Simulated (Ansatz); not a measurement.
## SrCl2 under pressure: fit and missing row

SrCl2, Fm-3m, a = 6.995 Å. The structure is a COD entry; whether it is the stable form wasn't checked. Ansatz: r2SCAN, PAW, 500 eV, Γ-centred 6×6×6 mesh on 3 atoms, Gaussian smearing 0.02 eV; no spin polarisation. Cell and atoms are relaxed at each pressure, and no other structure is tried, so the rows at high pressure may lie past a change of phase.

| V (Å³/atom) | P (GPa) |
| --- | --- |
| 18.724 | 40.06 |
| ? | 20.00 |
| 23.860 | 10.00 |
| 25.673 | 5.00 |
| 27.191 | 1.99 |
| 28.524 | -0.01 |
| 30.300 | -1.99 |

Q: Take V0 = 28.524 Å³/atom, count pressures from its P0 = -0.01 GPa, fit the third-order Birch–Murnaghan form to the other rows, and predict the missing volume.

A: With the Eulerian strain f = ½[(V0/V)^(2/3) − 1] and y = (P − P0)/[3f(1 + 2f)^(5/2)], the form is the line y = B0 + 1.5 B0 (B0′ − 4) f. Rows (f, y): 0.16198, 40.9; 0.06320, 39.2; 0.03636, 38.5; 0.01621, 38.0; -0.01973, 37.0. Means f = 0.05160, y = 38.720; Σ(Δf)² = 0.01889, ΣΔfΔy = 0.3977; the slope is their ratio. y = 37.63 + 21.05 f GPa, so B0 = 37.6 GPa and B0′ = 4 + 2 × (21.05)/(3 × 37.63) = 4.37. P = 20.00 GPa is met at f = 0.10430 (y = 39.83), so V = V0 (1 + 2f)^(−3/2) = 21.468 Å³/atom. The run gave 21.487 Å³/atom, so the fit is 0.019 Å³/atom too low, within twice the rms miss on the fitted rows (0.013 Å³/atom).